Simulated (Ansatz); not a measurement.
A relaxation of cell and atoms of a 4-atom cell of CdSe started from a crystallographic database with Ansatz, at the level r2SCAN. The starting cell comes from a relaxation with PBE.

The input:
```yaml
crystal:
  lattice:
    - [4.3833796022, 0.0, 0.0]
    - [-2.1916898011, 3.7961180899, 0.0]
    - [0.0, 0.0, 7.1535454853]
  atoms:
    - { symbol: Cd, position: [0.3333333333, 0.6666666667, 0.0045810694] }
    - { symbol: Cd, position: [0.6666666667, 0.3333333333, 0.5045810694] }
    - { symbol: Se, position: [0.3333333333, 0.6666666667, 0.3804189306] }
    - { symbol: Se, position: [0.6666666667, 0.3333333333, 0.8804189306] }
kpoints:
  mp_grid: { grid: [6, 6, 4] }
hamiltonian:
  xc: r2scan
scf:
  occupations: { method: fermi_dirac, width: 0.02 }
relax:
  f_tol: 0.005
  cell: {}
output:
  write_density: true
  write_potential: true
  elf: true
  volumetric_format: npy
```

Run as `ansatz run input.yaml --threads 2 --pin off --max-ram 2211MiB --backend cpu --events-out ev --progress --plain --runs-dir out`.

Question: What will the output look like, and what does it show?

Answer: Abridged output:
```
Pseudopotential: Cd, paw, valence charge 20, recommended cutoff 500 eV (meta_gga)
Pseudopotential: Se, paw, valence charge 16, recommended cutoff 500 eV (meta_gga)
Functional definition: r2SCAN
Crystal: 4 atoms, lattice volume = 119.034 Å³
Basis set: ecut = 500 eV, 3009 PW (Γ)
Bands: 44, of which v1, the nominal top of the filled ones, is band 36 counted from 1 (35 counted from 0)
Symmetry: 12 space group operations
Space group: P63mc (ITA 186)
k-points: 21 of 144 (time reversal used)
preconditioner: auto → Resta (q_TF=auto, 2.509 Å⁻¹)  ε∞=3.6  [insulator: Δε(μ)=1.039 eV  σ=0.020 eV  ℏωp=20.4 eV]
SCF 1 converged in 7 iterations: F = -27495.654156 eV  dr2 = 2.33e-8
relax step 1: F+E_penalty+E_count = -27495.65415591 eV  max|allowed force component| = 2.092e-4 eV/Å  Δτ_max = 0.0000 Å  P = -1.458 GPa  Ω = 119.034 Å³
SCF 2 converged in 7 iterations: F = -27495.666892 eV  dr2 = 1.82e-7
relax step 2: F+E_penalty+E_count = -27495.66689168 eV  max|allowed force component| = 2.344e-4 eV/Å  Δτ_max = 0.0007 Å  P = +0.884 GPa  Ω = 113.594 Å³
SCF 3 converged in 6 iterations: F = -27495.671549 eV  dr2 = 2.05e-7
relax step 3: F+E_penalty+E_count = -27495.67154869 eV  max|allowed force component| = 4.215e-4 eV/Å  Δτ_max = 0.0003 Å  P = -0.045 GPa  Ω = 115.588 Å³
SCF 4 converged in 6 iterations: F = -27495.670825 eV  dr2 = 1.32e-11
relax step 4: F+E_penalty+E_count = -27495.67082521 eV  max|allowed force component| = 4.101e-4 eV/Å  Δτ_max = 0.0000 Å  P = -0.052 GPa  Ω = 115.588 Å³  (SCF on a basis re-selected at this cell)
SCF 5 converged in 5 iterations: F = -27495.670871 eV  dr2 = 2.27e-9
relax step 5: F+E_penalty+E_count = -27495.67087078 eV  max|allowed force component| = 5.700e-5 eV/Å  Δτ_max = 0.0000 Å  P = -0.001 GPa  Ω = 115.474 Å³
SCF 6 converged in 4 iterations: F = -27495.670849 eV  dr2 = 1.91e-11
relax step 6: F+E_penalty+E_count = -27495.67084864 eV  max|allowed force component| = 5.795e-5 eV/Å  Δτ_max = 0.0000 Å  P = -0.001 GPa  Ω = 115.474 Å³  (SCF on a basis re-selected at this cell)
SCF converged after 4 iterations
Free energy (F): -27495.670849 eV
Fermi energy:    7.371926 eV
--- Per-component energies (eV) ---
  E_band       = -1877.813917
  E_kinetic    = 1248.301109
  E_local      = -12903.905850
  E_nonlocal   = -1121.311128
  E_hartree    = 6133.314871
  E_xc         = -533.100415
  E_vxc        = -703.055715
  E_paw        = -12062.862093
  E_vpaw       = -709.504729
  E_vtau       = 45.033357
  E_ewald      = -8251.447851
  E_core_change = -4.659082
--- Stress (GPa, compression-positive) ---
       -0.000912       0.000000       0.000000
        0.000000      -0.000912       0.000000
        0.000000       0.000000      -0.000494
  P = ⅓ Tr σ = -0.0008 GPa (-0.008 kbar)
--- Relaxed structure (4 steps of the walk, 4 accepted, 2 SCFs on fresh bases) ---
  F+E_penalty+E_count = -27495.67084864 eV   max|allowed force component| = 5.795e-5 eV/Å
  cell:  # Å, volume = 115.4735 Å³
    - [4.340719, 0.000000, 0.000000]
    - [-2.170359, 3.759173, 0.000000]
    - [0.000000, 0.000000, 7.076665]
  atoms:
    - { symbol: Cd, position: [0.333333, 0.666667, 0.004524] }
    - { symbol: Cd, position: [0.666667, 0.333333, 0.504524] }
    - { symbol: Se, position: [0.333333, 0.666667, 0.380476] }
    - { symbol: Se, position: [0.666667, 0.333333, 0.880476] }
```
The trailing digits, and the zero of the energies, depend on the potentials and thresholds.

Planar averages along the third cell vector, from rho_z.tsv and v_z.tsv (valence density with its augmentation; electrostatic potential energy of an electron, of which only differences have a meaning):
```csv
z (Å),ρ (e/Å³),v_es (eV)
0.00,1.386,2.78
0.26,1.090,4.49
0.66,0.310,7.12
0.92,0.110,9.15
1.18,0.066,10.59
1.57,0.085,10.92
1.83,0.133,9.67
2.10,0.246,7.70
2.36,0.621,6.41
2.75,1.300,4.15
3.01,1.008,2.49
3.28,1.142,1.78
3.67,1.309,3.67
3.93,0.800,5.31
4.19,0.310,7.12
4.59,0.078,10.01
4.85,0.065,10.91
5.11,0.085,10.92
5.37,0.133,9.67
5.77,0.381,6.99
6.03,0.951,5.81
6.29,1.300,4.15
6.68,1.005,1.97
6.95,1.308,2.06
```

The walk took 4 steps and changed the volume by -3.0 %. The last SCF, on a fresh basis, lies 4.2 meV an atom below the first. Final cell: the symmetry is P6_3mc (No. 186, hexagonal); a = 4.341 Å, c = 7.077 Å in the conventional setting, 28.87 Å³ an atom. Cd has 4 Se at 2.66 Å; Se has 4 Cd at 2.66 Å.

The values are computed, spin-unpolarised, and not measurements.
